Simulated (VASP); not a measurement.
# C2F in VASP: notebook, part 2 of 2

VASP 6.6.1.

## (3) Single point, PBE+D3(BJ)

Contents of INCAR:

```
PREC     = Accurate       # precision mode
ENCUT    = 520            # plane-wave cutoff, eV
EDIFF    = 1E-7           # SCF threshold, eV
ISMEAR   = 0              # smearing method
SIGMA    = 0.1            # smearing width, eV
LREAL    = False          # projectors in reciprocal space
LASPH    = True           # aspherical terms in the spheres
NELM     = 80             # most SCF steps
ALGO     = Fast           # electronic algorithm
ISIF     = 2              # what is computed and relaxed
LWAVE    = False          # write WAVECAR
LCHARG   = False          # write CHGCAR
LDIPOL   = True         
IDIPOL   = 3            
DIPOL    = 0.5 0.5 0.243
GGA      = PE             # functional
IVDW     = 12             # dispersion correction
NBANDS   = 24             # bands
```

Contents of KPOINTS:

```
regular mesh
0
Gamma
  18 18 1
```

Contents of POSCAR:

```
C2F
1.0
    2.4334542741      0.0000000000      0.0000000000
   -1.2167271371      2.1074332203      0.0000000000
    0.0000000000      0.0000000000     41.2172046339
C F
4 2
Direct
    0.3333333333      0.6666666667      0.2426191669
    0.6666666667      0.3333333333      0.1347210170
    0.6666666667      0.3333333333      0.3505132481
    0.0000000000      1.0000000000      0.2426150982
    0.0000000000      1.0000000000      0.1671004417
    0.3333333333      0.6666666667      0.3181338234
```

Potentials or basis: VASP PAW PBE potentials, release 64 (C, F).

Run with:

```
$ cat potpaw_PBE.64/C/POTCAR potpaw_PBE.64/F/POTCAR > POTCAR
$ mpirun -np 1 vasp_std > vasp.out
```

OUTCAR:

```text
PREC = Accurate
   ENCUT = 520
   EDIFF = 1E-7
   ISMEAR = 0
   LREAL = False
   LASPH = True
   NELM = 80
   ISIF = 2
   GGA = PE
   IVDW = 12
 IVDW          = 12

 ion  position               nearest neighbor table
   1  0.333  0.667  0.243-   4 1.40   4 1.40   4 1.40
   2  0.667  0.333  0.135-   5 1.94   5 1.94   5 1.94
   3  0.667  0.333  0.351-   6 1.94   6 1.94   6 1.94
   4  0.000  0.000  0.243-   1 1.40   1 1.40   1 1.40
   5  0.000  0.000  0.167-   2 1.94   2 1.94   2 1.94
   6  0.333  0.667  0.318-   3 1.94   3 1.94   3 1.94

  LATTYP: Found a hexagonal cell.
 ALAT       =     2.4334542741
 C/A-ratio  =    16.9377354128

  Lattice vectors:

 A1 = (   2.4334542741,   0.0000000000,   0.0000000000)
 A2 = (  -1.2167271371,   2.1074332203,   0.0000000000)
 A3 = (   0.0000000000,   0.0000000000,  41.2172046339)

Analysis of symmetry for initial positions (statically):
=====================================================================
 Subroutine PRICEL returns:
 Original cell was already a primitive cell.

 Routine SETGRP: Setting up the symmetry group for a
 hexagonal supercell.

 Subroutine GETGRP returns: Found 12 space group operations
[... 193 lines left out ...]
      4     -15.3673      2.00000
      5     -15.3612      2.00000
      6     -10.0783      2.00000
[... 637 lines left out ...]
     23       8.4420      0.00000
     24       9.5532      0.00000

 [... further k-points ...]

------------------------ aborting loop because EDIFF is reached ----------------------------------------

 vacuum level on the upper side and lower side of the slab       (xc-potential included)        -0.059        -0.059

 Edisp (eV)   -0.61474

 E8    (eV) :    -0.1695

  FORCE on cell =-STRESS in cart. coord.  units (eV):
  Direction    XX          YY          ZZ          XY          YZ          ZX
  --------------------------------------------------------------------------------------
  -------------------------------------------------------------------------------------
  Total       0.08213     0.08213     0.05906    -0.00000     0.00000    -0.00000
  in kB       0.62252     0.62252     0.44768    -0.00000     0.00000    -0.00000
  external pressure =        0.56 kB  Pullay stress =        0.00 kB

 VOLUME and BASIS-vectors are now :
 -----------------------------------------------------------------------------
  energy-cutoff  :      520.00
  volume of cell :      211.38
      direct lattice vectors                 reciprocal lattice vectors
     2.433454274  0.000000000  0.000000000     0.410938480  0.237255442  0.000000000
    -1.216727137  2.107433220  0.000000000     0.000000000  0.474510884  0.000000000
     0.000000000  0.000000000 41.217204634     0.000000000  0.000000000  0.024261713

 POSITION                                       TOTAL-FORCE (eV/Angst)
 -----------------------------------------------------------------------------------
     -0.00000      1.40496     10.00008         0.000000     -0.000000      0.000082
      1.21673      0.70248      5.55282        -0.000000      0.000000     -0.075425
      1.21673      0.70248     14.44718         0.000000     -0.000000      0.075425
      0.00000      0.00000      9.99992        -0.000000      0.000000     -0.000082
      0.00000      0.00000      6.88741        -0.000000      0.000000      0.080426
     -0.00000      1.40496     13.11259        -0.000000     -0.000000     -0.080426
 -----------------------------------------------------------------------------------
    total drift:                               -0.000000     -0.000000     -0.000213

  FREE ENERGIE OF THE ION-ELECTRON SYSTEM (eV)
  ---------------------------------------------------
  free  energy   TOTEN  =       -32.9139365430 eV

  energy  without entropy=      -32.9077518138  energy(sigma->0) =      -32.91084418

 vacuum level on the upper side and lower side of the slab         2.129         2.129
```

OSZICAR:

```text
N       E                     dE             d eps       ncg     rms          rms(c)
DAV:   1     0.266057043980E+03    0.26606E+03   -0.12357E+04  1832   0.985E+02
DAV:   2    -0.574875514551E+01   -0.27181E+03   -0.25137E+03  2752   0.238E+02
[... 17 lines left out ...]
RMM:  20    -0.322991920560E+02   -0.10757E-04   -0.31311E-07  1745   0.177E-03    0.395E-04
RMM:  21    -0.322991928200E+02   -0.76400E-06   -0.30135E-08  1310   0.709E-04    0.180E-04
RMM:  22    -0.322991952511E+02   -0.24312E-05   -0.56770E-08  1573   0.856E-04    0.172E-04
RMM:  23    -0.322991954259E+02   -0.17476E-06   -0.53752E-09   949   0.339E-04    0.949E-05
RMM:  24    -0.322991957192E+02   -0.29330E-06   -0.56697E-09  1092   0.419E-04    0.452E-05
RMM:  25    -0.322991957488E+02   -0.29618E-07   -0.37587E-10   714   0.288E-04
   1 F= -.32913937E+02 E0= -.32910844E+02  d E =-.618473E-02
```

It took 7.5 min on 1 thread of Intel Xeon Platinum 8259CL at 2.50GHz (Skylake/Cascade Lake), shared host; peak memory 0.39 GiB.

What came out:

```
Free energy                : -32.9139 eV
Largest force              : 0.080 eV/Å
Band gap on the k mesh     : none (metal or under the smearing width)
Dispersion energy per atom : -0.102 eV
```

Forces on the atoms (eV/Å):
```
C    0.000  0.000  0.000
C    0.000  0.000 -0.075
C    0.000  0.000  0.075
C    0.000  0.000  0.000
F    0.000  0.000  0.080
F    0.000  0.000 -0.080
```

Levels at points of the mesh, in eV from the Fermi level:
```csv
k point,band 11,band 12,band 13,band 14,band 15,band 16,band 17,band 18,band 19,band 20
"(0.00, 0.00, 0.00)",-2.89,-2.89,-2.10,-2.10,0.73,0.81,4.62,4.62,5.20,5.21
"(0.50, 0.00, 0.00)",-4.20,-3.91,-3.91,-1.48,-1.12,-0.99,2.31,2.34,2.81,3.24
```

## (4) Single point, PBE+D3(BJ)

Contents of INCAR:

```
ALGO = Normal
DIPOL = 0.5 0.5 0.243
EDIFF = 1E-7
ENCUT = 520
GGA = PE
IDIPOL = 3
ISIF = 2
ISMEAR = 0
IVDW = 12
LASPH = True
LCHARG = False
LDIPOL = True
LREAL = False
LWAVE = False
NBANDS = 24
NELM = 80
PREC = Accurate
SIGMA = 0.1
```

Contents of KPOINTS:

```
k-points
0
Gamma
  12 12 1
```

POSCAR is that of step 3.

Run with:

```
$ cat potpaw_PBE.64/C/POTCAR potpaw_PBE.64/F/POTCAR > POTCAR
$ mpirun -np 1 vasp_std > vasp.out
```

Wall time 3.2 min (1 thread of Intel Xeon Platinum 8259CL at 2.50GHz (Skylake/Cascade Lake), shared host); peak memory 0.35 GiB.

Results (log left out):

```yaml
Free_energy: -32.9100 eV
Largest_force: 0.024 eV/Å
Band_gap_on_the_k_mesh: none (metal or under the smearing width)
Dispersion_energy_per_atom: -0.102 eV
```

Forces in eV/Å, atoms in the order of the input:
```
C    0.000  0.000  0.000
C    0.000  0.000 -0.023
C    0.000  0.000  0.023
C    0.000  0.000  0.000
F    0.000  0.000  0.024
F    0.000  0.000 -0.024
```

Levels at points of the mesh, in eV from the Fermi level:
| k point | band 12 | band 13 | band 14 | band 15 | band 16 | band 17 | band 18 | band 19 |
| --- | --- | --- | --- | --- | --- | --- | --- | --- |
| (0.00, 0.00, 0.00) | -2.90 | -1.78 | -1.78 | 0.73 | 0.80 | 4.60 | 4.60 | 4.60 |
| (0.50, 0.00, 0.00) | -3.92 | -3.92 | -1.30 | -1.13 | -0.89 | 2.30 | 2.32 | 3.10 |

## (5) Single point, PBE+D3(BJ)

This run uses another cell than the first one, of 31.56 Å³/atom, 0.896 times its volume.

Contents of INCAR:

```
SYSTEM = C2F
  PREC = Accurate
  ENCUT = 520
  EDIFF = 1E-6
  ISMEAR = 0
  SIGMA = 0.1
  LREAL = .False.
  LASPH = .True.
  NELM = 80
  ALGO = Normal
  ISIF = 2
  LWAVE = .False.
  LCHARG = .True.
  LDIPOL = .True.
  IDIPOL = 3
  DIPOL = 0.5 0.5 0.259
  GGA = PE
  IVDW = 12
  LELF = .True.
  LVHAR = .True.
  LVACPOTAV = .True.
  NBANDS = 24
```

Contents of KPOINTS:

```
Automatic mesh
0
Gamma
  12 12 1
  0 0 0
```

Contents of POSCAR:

```
C2F
1.0
    2.3811144607      0.0000000000      0.0000000000
   -1.1905572304      2.0621056123      0.0000000000
    0.0000000000      0.0000000000     38.5658740441
C F
4 2
Direct
    0.3333333333      0.6666666667      0.2593047362
    0.6666666667      0.3333333333      0.1463910512
    0.6666666667      0.3333333333      0.3722021480
    0.0000000000      1.0000000000      0.2592884631
    0.0000000000      1.0000000000      0.1815371309
    0.3333333333      0.6666666667      0.3370560683
```

Run with:

```
$ cat potpaw_PBE.64/C/POTCAR potpaw_PBE.64/F/POTCAR > POTCAR
$ mpirun -np 1 vasp_std > vasp.out
```

It took 3.2 min on 1 thread of Intel Xeon Platinum 8259CL at 2.50GHz (Skylake/Cascade Lake), shared host; peak memory 0.33 GiB.

The run converged. Its results:

```
Free energy                     : -32.7916 eV
Largest force                   : 0.023 eV/Å
Band gap on the k mesh          : none (metal or under the smearing width)
Dispersion energy per atom      : -0.103 eV
Work function of the upper face : 5.24 eV
Work function of the lower face : 5.24 eV
```

Forces in eV/Å, atoms in the order of the input:
```
C    0.000  0.000 -0.007
C    0.000  0.000 -0.008
C    0.000  0.000  0.008
C    0.000  0.000  0.007
F    0.000  0.000 -0.023
F    0.000  0.000  0.023
```

Levels at points of the mesh, in eV from the Fermi level:
| k point | band 11 | band 12 | band 13 | band 14 | band 15 | band 16 | band 17 | band 18 | band 19 | band 20 |
| --- | --- | --- | --- | --- | --- | --- | --- | --- | --- | --- |
| (0.00, 0.00, 0.00) | -2.64 | -2.64 | -1.65 | -1.65 | 0.81 | 0.91 | 5.01 | 5.01 | 5.01 | 5.01 |
| (0.50, 0.00, 0.00) | -4.26 | -3.72 | -3.72 | -1.46 | -1.30 | -0.92 | 2.38 | 2.41 | 3.24 | 3.43 |

## (6) The runs side by side

| cell | k mesh | gap on the mesh (eV) | largest force (eV/Å) |
| --- | --- | --- | --- |
| P-3m1, 35.22 Å³/atom | 18 × 18 × 1 | none | 0.02 |
| P-3m1, 35.23 Å³/atom | 18 × 18 × 1 | none | 0.08 |
| P-3m1, 35.23 Å³/atom | 12 × 12 × 1 | none | 0.02 |
| P-3m1, 31.56 Å³/atom | 12 × 12 × 1 | none | 0.02 |

Some of these runs hold the atoms at other places in the same cell, which the table doesn't show; runs alike in all that it shows share one row.

Alike in all rows: task single point; level PBE+D3(BJ); potentials or basis VASP PAW PBE potentials, release 64 (C, F); no spin polarisation; cutoff (eV) 520; smearing gaussian 0.1 eV.

Every run on the cell as given and a fine mesh finds a metal.

Total energies depend on the potentials used, so only differences within one code and one set of settings carry meaning.
